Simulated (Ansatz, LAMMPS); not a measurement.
# Which site? Ga in place of Al in amorphous Al2O3 (155 atoms), part 2 of 3

At which site of amorphous Al2O3 (155 atoms) does Ga in place of Al cost least, and what about the site decides it?

Ansatz 0.2.0; Kohn-Sham DFT, RPBE, PAW (set soft_2), plane waves.

The cell: 62 Al and 93 O. The quench rate of 20 K/ps is many orders above laboratory rates. The starting topology of bonds comes from the classical model. Only the Γ point is sampled, in a cell whose shortest periodic width is 12 Å.

So far. Step 2 (Single point at the start): The r.m.s. force at the start is 0.47 eV/Å. Step 3 (Relaxation): The relaxation converged after 11 steps, 3.92 eV below its start, with a largest force component of 0.049 eV/Å.

## Step 5: Ga on a site of Al, site Al37

The site has 4 bonded neighbours (O4) at 1.79 Å on average, by cutoffs that count no bonds between two metal atoms or like ions. The change is made in the relaxed cell and the atoms are relaxed again, with spin allowed.

File input.yaml:

```yaml
crystal:
  lattice:
    - [11.8191, 0.0, 0.0]
    - [0.0, 11.8191, 0.0]
    - [0.0, 0.0, 11.8191]
  atoms:
    [... atom lines 1 to 33 left out ...]
    - { symbol: Al, position: [0.30935, 0.01492, 0.93213] }
    - { symbol: Al, position: [0.91912, 0.57112, 0.71355] }
    - { symbol: Al, position: [0.73574, 0.43896, 0.81718] }
    - { symbol: Ga, position: [0.60636, 0.6426, 0.88997], spin: 0.6 }
    - { symbol: Al, position: [0.01058, 0.38334, 0.84836] }
    - { symbol: Al, position: [0.66558, 0.94781, 0.85059] }
    - { symbol: Al, position: [0.42819, 0.2379, 0.8687] }
    [... atom lines 41 to 155 left out ...]
magnetization:
  spin_polarized: true
kpoints:
  mp_grid: { grid: [1, 1, 1] }
hamiltonian:
  xc: rpbe
scf:
  occupations: { method: fermi_dirac, width: 0.025 }
  lower_state_search: "off"
output:
  forces: true
  eigenvalues: true
relax:
  f_tol: 0.05
  max_steps: 90
```

Started as:

```
> ansatz run input.yaml --threads 4 --pin off --max-ram 8192MiB --backend cpu --events-out ev --progress --plain --runs-dir out
```

Numbers of over 12 decimals in the logs are rounded to 6 here.

Log:

```text
[...]
Crystal: 155 atoms, lattice volume = 1651.023 Å³
Basis set: ecut = 420 eV, 32423 PW (Γ), exchange–correlation on 160×160×160 points (8 copies of the dense FFT grid, shifted against one another)
Bands: 534, of which v1, the nominal top of the filled ones, is band 377 counted from 1 (376 counted from 0)
Symmetry: 1 space group operations
[...]
k-points: 1
[...]
Starting moments: Σ|m| = 3 μB on 5 of 155 sites
[...]
SCF iter   1: F=—  HF=-89969.330598 eV  |F-HF|=—  |Δ(HF+E_count)|=         —  Δρ=6.76e-2 (↑6.26e-2 ↓6.76e-2)  dr2=2.84e2  dr2_m=1.79e0  M=0.000 μB ∫|m|=0.439 μB  β_m=0.30  ethr=3.10e-3  ⟨swp⟩=6.0  Hψ=4587  notcnv=0  defer=98
[...]
spin=Collinear: Resta preconditioning applied to the charge; magnetization (m = ρ↑ − ρ↓) channel mixes plain (no charge-response kernel on spin).
SCF iter   2: F=—  HF=-89907.221561 eV  |F-HF|=—  |Δ(HF+E_count)|=    6.21e1  Δρ=3.25e-2 (↑2.88e-2 ↓3.25e-2)  dr2=6.71e1  dr2_m=9.11e-1  M=0.000 μB ∫|m|=0.356 μB  β_m=0.30  ethr=3.10e-3  ⟨swp⟩=2.0  Hψ=1998  notcnv=0  defer=300
[...]
SCF iter   7: F=—  HF=-89893.720966 eV  |F-HF|=—  |Δ(HF+E_count)|=   5.48e-2  Δρ=1.62e-3 (↑1.57e-3 ↓1.62e-3)  dr2=3.69e-3  dr2_m=3.79e-2  M=0.000 μB ∫|m|=0.117 μB  β_m=0.30  ethr=3.28e-6  ⟨swp⟩=2.0  Hψ=1836  notcnv=0  defer=300
[...]
spin-set hold released at iteration 7 (site moments contracting): the magnetisation degrees of freedom join the quasi-Newton model from the next iteration; the mixer history was flushed
SCF iter   8: F=—  HF=-89893.728688 eV  |F-HF|=—  |Δ(HF+E_count)|=   7.72e-3  Δρ=1.20e-3 (↑1.17e-3 ↓1.20e-3)  dr2=2.20e-3  dr2_m=2.08e-2  M=0.000 μB ∫|m|=0.092 μB  β_m=0.65  ethr=4.90e-7  ⟨swp⟩=2.0  Hψ=1505  notcnv=0  defer=300
[...]
SCF iter  11: F=-89893.740394 eV  HF=-89893.740384 eV  |F-HF|=1.07e-5  |Δ(HF+E_count)|=   5.97e-5  Δρ=1.39e-5 (↑1.39e-5 ↓1.24e-5)  dr2=1.22e-5  dr2_m=2.39e-7  M=0.000 μB ∫|m|=0.001 μB  ethr=8.29e-9  ⟨swp⟩=15.5  Hψ=7010  notcnv=0
WARN: the starting moments were not kept: the SCF closed with an absolute magnetisation of 9.2e-4 μB, where they sum to 3 μB in size (5 sites). That is at most 0.1 of that sum. Measured as dr2_m measures the in/out step, that magnetisation stands 8.2e-8 eV from none, [...]
SCF 1 converged in 11 iterations: F = -89893.740394 eV  dr2 = 1.22e-5
[...]
relax step   1: F+E_penalty+E_count = -89893.74039429 eV  Δ(F+E_penalty+E_count) = +0.000e0 eV  max|allowed force component| = 2.133e0 eV/Å  Δτ_max = 0.0000 Å  (11 SCF iters, dr2 threshold 6.25e-5 eV, accepted)
[...]
relax step   2: F+E_penalty+E_count = -89893.96356175 eV  Δ(F+E_penalty+E_count) = -2.232e-1 eV  max|allowed force component| = 9.196e-1 eV/Å  Δτ_max = 0.0489 Å  (5 SCF iters, dr2 threshold 1.00e-4 eV, accepted)
[...]
relax step   3: F+E_penalty+E_count = -89894.01614012 eV  Δ(F+E_penalty+E_count) = -5.258e-2 eV  max|allowed force component| = 5.183e-1 eV/Å  Δτ_max = 0.0399 Å  (5 SCF iters, dr2 threshold 5.29e-5 eV, accepted)
[...]
relax step   4: F+E_penalty+E_count = -89894.04168606 eV  Δ(F+E_penalty+E_count) = -2.555e-2 eV  max|allowed force component| = 5.549e-2 eV/Å  Δτ_max = 0.0244 Å  (5 SCF iters, dr2 threshold 5.00e-5 eV, accepted)
[...]
relax step   5: F+E_penalty+E_count = -89894.04336437 eV  Δ(F+E_penalty+E_count) = -1.678e-3 eV  max|allowed force component| = 1.496e-1 eV/Å  Δτ_max = 0.0189 Å  (8 SCF iters, accepted)
[...]
relax step   6: F+E_penalty+E_count = -89894.04668668 eV  Δ(F+E_penalty+E_count) = -3.322e-3 eV  max|allowed force component| = 3.383e-2 eV/Å  Δτ_max = 0.0093 Å  (7 SCF iters, accepted)
SCF converged after 7 iterations
Magnetization: 0.0000 μB (377.0000 up, 377.0000 down)
Absolute magnetization: 0.0000 μB (∫|ρ↑−ρ↓|, with the PAW one-centre terms)
[...]
Per-site moments (μB) at R_I (Å): [(1.952187681629365e-11, 0.743474), (-2.0680227047559936e-10, 0.733098), (1.7785987181961892e-10, 0.715362), (4.916459656810231e-11, 0.740652), (-9.744894170854433e-10, [...]
Free energy (F): -89894.046687 eV
[...]
Internal energy: -89894.046687 eV  (E = F + TS)
E sigma→0 (E₀):  -89894.046687 eV
Fermi energy:    7.730353 eV
[...]
--- Forces (eV/Å), atoms counted from 1 ---
  atom   1  Al     0.00316889     0.00290162     0.00601099
  atom   2  Al     0.00743312    -0.00212187     0.00017455
  atom   3  Al     0.00189225    -0.00198299    -0.00232754
  atom   4  Al    -0.00012547     0.00111149    -0.00194252
  atom   5  Al     0.00025384    -0.00422960    -0.00469265
  atom   6  Al     0.00367528    -0.00027697     0.00341124
  atom   7  Al    -0.00004466     0.00274240     0.00063488
  atom   8  Al    -0.00831600    -0.00549321     0.00140732
  atom   9  Al    -0.00846783    -0.00284408    -0.00172971
  atom  10  Al    -0.00195281    -0.00887236     0.00696977
  atom  11  Al    -0.00195167     0.00600159    -0.00060567
  atom  12  Al     0.00213995    -0.00080083     0.00088688
  atom  13  Al    -0.00110174     0.00075066    -0.00272682
  atom  14  Al    -0.00199793    -0.00027423     0.00237014
[...]
atom 154  O     -0.00844139     0.00148835    -0.00120469
  atom 155  O     -0.00543257    -0.00477653    -0.00159609
  max |Σ_I F_I| component: 2.67e-4 eV/Å
--- Band table (eV) ---
[...]
--- Relaxed structure (6 steps of the walk, 6 accepted, 0 SCFs on fresh bases) ---
  F+E_penalty+E_count = -89894.04668668 eV   max|allowed force component| = 3.383e-2 eV/Å
  atoms:
    - { symbol: Al, position: [0.683075, 0.312665, 0.473081] }
    - { symbol: Al, position: [0.211081, 0.260200, 0.513826] }
    - { symbol: Al, position: [0.157680, 0.377912, 0.194272] }
    - { symbol: Al, position: [0.038243, 0.695334, 0.434010] }
[...]
- { symbol: O, position: [0.943868, 0.890086, 0.160537] }
```

Wall time 2.7 min (4 threads of Intel Xeon 6975P-C (Granite Rapids), shared host); peak memory 4.4 GiB; 10 min of CPU time.

The program notes that starting moments were not kept.

The relaxation converged after 6 steps, 0.306 eV below its start, with a largest force component of 0.034 eV/Å.

The surroundings of the Ga atom, after relaxation, nearest first, numbered as they follow in the input and with coordinates relative to it.

```tsv
atom	x	y	z	distance (Å)	bonds
Ga37	0.00	0.00	0.00	0.00	4
O78	0.40	0.40	1.76	1.84	3
O85	1.09	0.69	-1.32	1.85	3
O146	0.02	-1.86	0.02	1.86	3
O97	-1.74	0.19	-0.75	1.91	3
O96	-0.55	2.46	0.22	2.53	3
Al44	-2.04	1.93	-0.59	2.87	4
O91	2.70	-1.14	-0.45	2.97	3
Al36	1.53	-2.43	-0.88	3.00	5
Al24	-0.88	-2.46	1.47	3.00	4
Al28	-0.41	2.18	2.08	3.04	5
Al10	2.62	1.47	-0.61	3.06	4
O120	-2.08	-1.24	2.03	3.16	3
Al15	-2.04	-0.68	-2.35	3.18	4
```

The column of bonds counts only the pairs O-Al within 2.48 Å, O-Ga within 2.27 Å; other neighbours, such as metal atoms beside each other in a compound, aren't counted, and periodic images can show an atom twice.

The largest move is 0.10 Å, by O85.

## Step 6: Ga on a site of Al, site Al6

The site has 6 bonded neighbours (O6) at 1.99 Å on average. 

input.yaml, the sections that differ from step 5:

```yaml
crystal:
  lattice:
    - [11.8191, 0.0, 0.0]
    - [0.0, 11.8191, 0.0]
    - [0.0, 0.0, 11.8191]
  atoms:
    [... atom lines 1 to 2 left out ...]
    - { symbol: Al, position: [0.15766, 0.37819, 0.19414] }
    - { symbol: Al, position: [0.038, 0.695, 0.43427] }
    - { symbol: Al, position: [0.43944, 0.62277, 0.19137] }
    - { symbol: Ga, position: [0.34588, 0.87655, 0.12707], spin: 0.6 }
    - { symbol: Al, position: [0.16553, 0.1874, 0.76666] }
    - { symbol: Al, position: [0.92705, 0.53711, 0.23359] }
    - { symbol: Al, position: [0.62505, 0.4178, 0.27136] }
    [... atom lines 10 to 155 left out ...]
# magnetization, kpoints, hamiltonian, scf, output, relax: as in step 5
```

Log:

```text
[...]
Crystal: 155 atoms, lattice volume = 1651.023 Å³
Basis set: ecut = 420 eV, 32423 PW (Γ), exchange–correlation on 160×160×160 points (8 copies of the dense FFT grid, shifted against one another)
Bands: 535, of which v1, the nominal top of the filled ones, is band 377 counted from 1 (376 counted from 0)
Symmetry: 1 space group operations
[...]
k-points: 1
[...]
Starting moments: Σ|m| = 4.2 μB on 7 of 155 sites
[...]
SCF iter   1: F=—  HF=-89969.118562 eV  |F-HF|=—  |Δ(HF+E_count)|=         —  Δρ=6.86e-2 (↑6.22e-2 ↓6.86e-2)  dr2=2.84e2  dr2_m=2.30e0  M=0.000 μB ∫|m|=0.643 μB  β_m=0.30  ethr=3.10e-3  ⟨swp⟩=6.0  Hψ=4596  notcnv=0  defer=107
[...]
SCF iter   3: F=—  HF=-89893.156167 eV  |F-HF|=—  |Δ(HF+E_count)|=    1.39e1  Δρ=1.82e-2 (↑1.78e-2 ↓1.82e-2)  dr2=1.02e1  dr2_m=6.15e-1  M=0.000 μB ∫|m|=0.458 μB  β_m=0.30  ethr=3.10e-3  ⟨swp⟩=3.5  Hψ=2168  notcnv=0  defer=302
[...]
SCF iter   7: F=—  HF=-89893.814521 eV  |F-HF|=—  |Δ(HF+E_count)|=   5.88e-2  Δρ=1.87e-3 (↑1.83e-3 ↓1.87e-3)  dr2=3.69e-3  dr2_m=5.09e-2  M=0.000 μB ∫|m|=0.174 μB  β_m=0.30  ethr=3.25e-6  ⟨swp⟩=2.5  Hψ=1688  notcnv=0  defer=302
[...]
SCF iter  11: F=-89893.840002 eV  HF=-89893.839991 eV  |F-HF|=1.07e-5  |Δ(HF+E_count)|=   7.92e-5  Δρ=1.53e-5 (↑1.53e-5 ↓1.40e-5)  dr2=1.37e-5  dr2_m=3.90e-7  M=0.000 μB ∫|m|=0.001 μB  ethr=8.29e-9  ⟨swp⟩=17.5  Hψ=6330  notcnv=0
[...]
SCF 1 converged in 11 iterations: F = -89893.840002 eV  dr2 = 1.37e-5
[...]
relax step   1: F+E_penalty+E_count = -89893.84000157 eV  Δ(F+E_penalty+E_count) = +0.000e0 eV  max|allowed force component| = 1.797e0 eV/Å  Δτ_max = 0.0000 Å  (11 SCF iters, dr2 threshold 6.25e-5 eV, accepted)
[... from here on, the SCF cycles and remarks between the steps are left out ...]
relax step   2: F+E_penalty+E_count = -89894.02192867 eV  Δ(F+E_penalty+E_count) = -1.819e-1 eV  max|allowed force component| = 7.742e-1 eV/Å  Δτ_max = 0.0446 Å  (5 SCF iters, dr2 threshold 1.00e-4 eV, accepted)
relax step   3: F+E_penalty+E_count = -89894.08423283 eV  Δ(F+E_penalty+E_count) = -6.230e-2 eV  max|allowed force component| = 9.625e-2 eV/Å  Δτ_max = 0.0408 Å  (5 SCF iters, dr2 threshold 3.75e-5 eV, accepted)
relax step   4: F+E_penalty+E_count = -89893.49294442 eV  Δ(F+E_penalty+E_count) = +5.913e-1 eV  max|allowed force component| = 1.241e0 eV/Å  Δτ_max = 0.2000 Å  (10 SCF iters, rejected (line search))
relax step   5: F+E_penalty+E_count = -89894.05686853 eV  Δ(F+E_penalty+E_count) = +2.736e-2 eV  max|allowed force component| = 4.063e-1 eV/Å  Δτ_max = 0.1000 Å  (10 SCF iters, rejected (line search))
relax step   6: F+E_penalty+E_count = -89894.09587446 eV  Δ(F+E_penalty+E_count) = -1.164e-2 eV  max|allowed force component| = 5.235e-2 eV/Å  Δτ_max = 0.0489 Å  (9 SCF iters, accepted)
relax step   7: F+E_penalty+E_count = -89894.09570805 eV  Δ(F+E_penalty+E_count) = +1.664e-4 eV  max|allowed force component| = 7.465e-2 eV/Å  Δτ_max = 0.0083 Å  (7 SCF iters, rejected (line search))
relax step   8: F+E_penalty+E_count = -89894.09749712 eV  Δ(F+E_penalty+E_count) = -1.623e-3 eV  max|allowed force component| = 1.297e-2 eV/Å  Δτ_max = 0.0041 Å  (7 SCF iters, accepted)
SCF converged after 7 iterations
Magnetization: 0.0000 μB (377.0000 up, 377.0000 down)
Absolute magnetization: 0.0000 μB (∫|ρ↑−ρ↓|, with the PAW one-centre terms)
[...]
Per-site moments (μB) at R_I (Å): [(1.39486273608753e-10, 0.743080), (-1.3063851739439611e-10, 0.732869), (2.0288662467832998e-10, 0.715445), (5.179457619091967e-10, 0.740160), (-2.8270087391809885e-9, [...]
Free energy (F): -89894.097497 eV
[...]
Internal energy: -89894.097497 eV  (E = F + TS)
E sigma→0 (E₀):  -89894.097497 eV
Fermi energy:    7.726192 eV
[...]
Σ components = -89894.097497   (vs F -89894.097497, Δ=0.00e0)
--- Forces (eV/Å), atoms counted from 1 ---
  atom   1  Al    -0.00049102     0.00101664    -0.00077085
  atom   2  Al     0.00127013    -0.00233373     0.00112109
  atom   3  Al     0.00347157    -0.00001734    -0.00024778
  atom   4  Al     0.00012211    -0.00070305    -0.00102102
[...]
atom 155  O     -0.00104098    -0.00281548    -0.00171140
  max |Σ_I F_I| component: 1.19e-4 eV/Å
--- Band table (eV) ---
[...]
--- Relaxed structure (8 steps of the walk, 5 accepted, 0 SCFs on fresh bases) ---
  F+E_penalty+E_count = -89894.09749712 eV   max|allowed force component| = 1.297e-2 eV/Å
  atoms:
    - { symbol: Al, position: [0.682681, 0.312201, 0.471956] }
    - { symbol: Al, position: [0.211247, 0.260133, 0.513099] }
    - { symbol: Al, position: [0.157122, 0.378938, 0.194415] }
    - { symbol: Al, position: [0.037866, 0.694490, 0.434703] }
[...]
- { symbol: O, position: [0.945301, 0.890180, 0.161285] }
```

Run time: 3.6 min. Hardware: 4 threads; peak memory 4.4 GiB.

The relaxation converged after 8 steps, 0.257 eV below its start, with a largest force component of 0.013 eV/Å.

## Step 7: Ga on a site of Al, site Al49

The site has 4 bonded neighbours (O4) at 1.80 Å on average. 

Input and log are left out; they have the form of those shown for this kind of step.

The job ended after 2.3 min (4 threads of Intel Xeon 6975P-C (Granite Rapids), shared host; peak memory 4.4 GiB).

The relaxation converged after 5 steps, 0.315 eV below its start, with a largest force component of 0.039 eV/Å.

## Step 8: Ga on a site of Al, site Al15

The site has 4 bonded neighbours (O4) at 1.80 Å on average. 

input.yaml, the sections that differ from step 6:

```yaml
crystal:
  lattice:
    - [11.8191, 0.0, 0.0]
    - [0.0, 11.8191, 0.0]
    - [0.0, 0.0, 11.8191]
  atoms:
    [... atom lines 1 to 11 left out ...]
    - { symbol: Al, position: [0.91173, 0.33226, 0.59044] }
    - { symbol: Al, position: [0.98519, 0.21088, 0.06228] }
    - { symbol: Al, position: [0.36697, 0.37679, 0.36937] }
    - { symbol: Ga, position: [0.43693, 0.58381, 0.69356], spin: 0.6 }
    - { symbol: Al, position: [0.80097, 0.35783, 0.04527] }
    - { symbol: Al, position: [0.00684, 0.3228, 0.37273] }
    - { symbol: Al, position: [0.92646, 0.08576, 0.69475] }
    [... atom lines 19 to 155 left out ...]
# magnetization, kpoints, hamiltonian, scf, output, relax: as in step 6
```

Log:

```text
[...]
Crystal: 155 atoms, lattice volume = 1651.023 Å³
Basis set: ecut = 420 eV, 32423 PW (Γ), exchange–correlation on 160×160×160 points (8 copies of the dense FFT grid, shifted against one another)
Bands: 534, of which v1, the nominal top of the filled ones, is band 377 counted from 1 (376 counted from 0)
Symmetry: 1 space group operations
[...]
k-points: 1
[...]
Starting moments: Σ|m| = 3 μB on 5 of 155 sites
[...]
SCF iter   1: F=—  HF=-89969.400417 eV  |F-HF|=—  |Δ(HF+E_count)|=         —  Δρ=6.77e-2 (↑6.26e-2 ↓6.77e-2)  dr2=2.84e2  dr2_m=1.79e0  M=0.000 μB ∫|m|=0.436 μB  β_m=0.30  ethr=3.10e-3  ⟨swp⟩=6.0  Hψ=4586  notcnv=0  defer=94
[...]
SCF iter   3: F=—  HF=-89893.236503 eV  |F-HF|=—  |Δ(HF+E_count)|=    1.40e1  Δρ=1.80e-2 (↑1.75e-2 ↓1.80e-2)  dr2=1.02e1  dr2_m=4.71e-1  M=0.000 μB ∫|m|=0.296 μB  β_m=0.30  ethr=3.10e-3  ⟨swp⟩=4.0  Hψ=1555  notcnv=0  defer=298
[...]
SCF iter   7: F=—  HF=-89893.832148 eV  |F-HF|=—  |Δ(HF+E_count)|=   5.25e-2  Δρ=1.62e-3 (↑1.57e-3 ↓1.62e-3)  dr2=3.54e-3  dr2_m=3.78e-2  M=0.000 μB ∫|m|=0.118 μB  β_m=0.30  ethr=3.09e-6  ⟨swp⟩=2.0  Hψ=1836  notcnv=0  defer=300
[...]
SCF iter  11: F=-89893.850957 eV  HF=-89893.850948 eV  |F-HF|=8.61e-6  |Δ(HF+E_count)|=   5.49e-5  Δρ=1.36e-5 (↑1.36e-5 ↓1.34e-5)  dr2=1.22e-5  dr2_m=2.45e-7  M=0.000 μB ∫|m|=0.001 μB  ethr=8.29e-9  ⟨swp⟩=16.5  Hψ=6443  notcnv=0
[...]
SCF 1 converged in 11 iterations: F = -89893.850957 eV  dr2 = 1.22e-5
[...]
relax step   1: F+E_penalty+E_count = -89893.85095675 eV  Δ(F+E_penalty+E_count) = +0.000e0 eV  max|allowed force component| = 1.932e0 eV/Å  Δτ_max = 0.0000 Å  (11 SCF iters, dr2 threshold 6.25e-5 eV, accepted)
[...]
relax step   2: F+E_penalty+E_count = -89894.05827711 eV  Δ(F+E_penalty+E_count) = -2.073e-1 eV  max|allowed force component| = 8.873e-1 eV/Å  Δτ_max = 0.0461 Å  (5 SCF iters, dr2 threshold 1.00e-4 eV, accepted)
[...]
relax step   3: F+E_penalty+E_count = -89894.13006317 eV  Δ(F+E_penalty+E_count) = -7.179e-2 eV  max|allowed force component| = 1.249e-1 eV/Å  Δτ_max = 0.0443 Å  (5 SCF iters, dr2 threshold 4.92e-5 eV, accepted)
[...]
relax step   4: F+E_penalty+E_count = -89893.35490838 eV  Δ(F+E_penalty+E_count) = +7.752e-1 eV  max|allowed force component| = 7.455e-1 eV/Å  Δτ_max = 0.2000 Å  (10 SCF iters, rejected (line search))
[...]
relax step   5: F+E_penalty+E_count = -89894.13259175 eV  Δ(F+E_penalty+E_count) = -2.529e-3 eV  max|allowed force component| = 2.388e-1 eV/Å  Δτ_max = 0.0293 Å  (10 SCF iters, accepted)
[...]
relax step   6: F+E_penalty+E_count = -89894.13743702 eV  Δ(F+E_penalty+E_count) = -4.845e-3 eV  max|allowed force component| = 5.819e-2 eV/Å  Δτ_max = 0.0190 Å  (5 SCF iters, dr2 threshold 3.56e-6 eV, accepted)
[...]
relax step   7: F+E_penalty+E_count = -89894.13818032 eV  Δ(F+E_penalty+E_count) = -7.433e-4 eV  max|allowed force component| = 1.096e-2 eV/Å  Δτ_max = 0.0278 Å  (7 SCF iters, accepted)
SCF converged after 7 iterations
Magnetization: 0.0000 μB (377.0000 up, 377.0000 down)
Absolute magnetization: 0.0000 μB (∫|ρ↑−ρ↓|, with the PAW one-centre terms)
[...]
Per-site moments (μB) at R_I (Å): [(2.0570324342234331e-10, 0.744419), (1.9056042654196563e-11, 0.733312), (-2.25630430041996e-10, 0.715642), (-4.288603834826795e-11, 0.740706), (-2.881952198702825e-10, [...]
Free energy (F): -89894.138180 eV
[...]
Internal energy: -89894.138180 eV  (E = F + TS)
E sigma→0 (E₀):  -89894.138180 eV
Fermi energy:    7.730777 eV
[...]
Σ components = -89894.138180   (vs F -89894.138180, Δ=0.00e0)
--- Forces (eV/Å), atoms counted from 1 ---
  atom   1  Al    -0.00075385     0.00105913    -0.00027097
  atom   2  Al     0.00097063     0.00069151     0.00189108
  atom   3  Al    -0.00156586    -0.00107907    -0.00183265
  atom   4  Al    -0.00192217    -0.00244167     0.00226258
[...]
atom 155  O     -0.00063393    -0.00035477     0.00128089
  max |Σ_I F_I| component: 2.28e-4 eV/Å
--- Band table (eV) ---
[...]
--- Relaxed structure (7 steps of the walk, 6 accepted, 0 SCFs on fresh bases) ---
  F+E_penalty+E_count = -89894.13818032 eV   max|allowed force component| = 1.096e-2 eV/Å
  atoms:
    - { symbol: Al, position: [0.683512, 0.312384, 0.471457] }
    - { symbol: Al, position: [0.211455, 0.260205, 0.513881] }
    - { symbol: Al, position: [0.158146, 0.378150, 0.194253] }
    - { symbol: Al, position: [0.038251, 0.695250, 0.433801] }
[...]
- { symbol: O, position: [0.944000, 0.890400, 0.161091] }
```

Run time: 3 min. Hardware: 4 threads; peak memory 4.4 GiB.

The relaxation converged after 7 steps, 0.287 eV below its start, with a largest force component of 0.011 eV/Å.

Local excerpt of 10 atoms (numbers count through the whole input) about the Ga atom, after relaxation; x, y, z are measured from there.

```tsv
atom	x	y	z	distance (Å)	bonds
Ga15	0.00	0.00	0.00	0.00	4
O142	-1.50	0.76	-0.69	1.81	2
O89	-0.04	-1.87	0.09	1.87	3
O103	1.42	0.42	-1.17	1.88	3
O97	0.35	0.89	1.67	1.93	3
O84	-1.91	-0.95	1.61	2.68	3
Al31	-1.80	-2.37	0.51	3.02	5
Al29	-1.32	2.44	-1.21	3.03	5
Al44	0.01	2.63	1.74	3.15	4
Al37	2.02	0.70	2.33	3.17	4
```

The column of bonds counts only the pairs O-Al within 2.43 Å, O-Ga within 2.33 Å; other neighbours, such as metal atoms beside each other in a compound, aren't counted, and periodic images can show an atom twice.

The largest move is 0.10 Å, by O142.

## Step 9: Ga on a site of Al, site Al5

The site has 5 bonded neighbours (O5) at 1.88 Å on average. 

Input and log are left out; they have the form of those shown for this kind of step.

Run time: 2.8 min. Hardware: 4 threads of Intel Xeon 6975P-C (Granite Rapids), shared host; peak memory 4.4 GiB.

The relaxation converged after 6 steps, 0.265 eV below its start, with a largest force component of 0.029 eV/Å.

(Continued in part 3 of 3.)

[Logs are printed without paths, hosts, clocks, repeated set-up lines and the standing remarks that a program may print on its own settings, such as how far it seeks lower states.]

[Hosts, paths, dates, database ids (printed as entryN), source tags and the programs' standing remarks are cut or masked in the printed files.]
